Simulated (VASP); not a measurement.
Input of a VASP 6.6.1 run:

File INCAR:

```
  PREC = Accurate
  ENCUT = 600
  EDIFF = 1E-6
  ISMEAR = -1
  SIGMA = 0.05
  LREAL = False
  LASPH = True
  NELM = 80
  ALGO = Fast
  ISIF = 3
  LWAVE = False
  LCHARG = False
  GGA = PE
  IBRION = 2
  NSW = 60
  EDIFFG = -0.01
  PSTRESS = 200
```

The input KPOINTS:

```
regular mesh
0
Gamma
  8 8 8
```

Contents of POSCAR:

```
CdSe
1.0
    3.5568600000      0.0000000000      0.0000000000
    0.0000000000      3.5568600000      0.0000000000
    0.0000000000      0.0000000000      3.5568600000
Cd Se
1 1
Direct
    0.5000000000      0.5000000000      0.5000000000
    0.0000000000      0.0000000000      0.0000000000
```

Potentials or basis: VASP PAW PBE potentials, release 64 (Cd, Se).

Command:

```sh
$ cat potpaw_PBE.64/Cd/POTCAR potpaw_PBE.64/Se/POTCAR > POTCAR
$ mpirun -np 1 vasp_std > vasp.out
```

Problem. Predict the band gap on the k mesh.

Solution. None (metal or under the smearing width).

Problem. Predict the space group after relaxing (to 0.05 Å).

Solution. Pm-3m (No. 221).

Final structure:
```
Cd Se
1.0
     3.32016    0.00000    0.00000
     0.00000    3.32016    0.00000
     0.00000    0.00000    3.32016
Cd Se
1 1
Direct
  0.50000 0.50000 0.50000
  0.00000 0.00000 0.00000
```
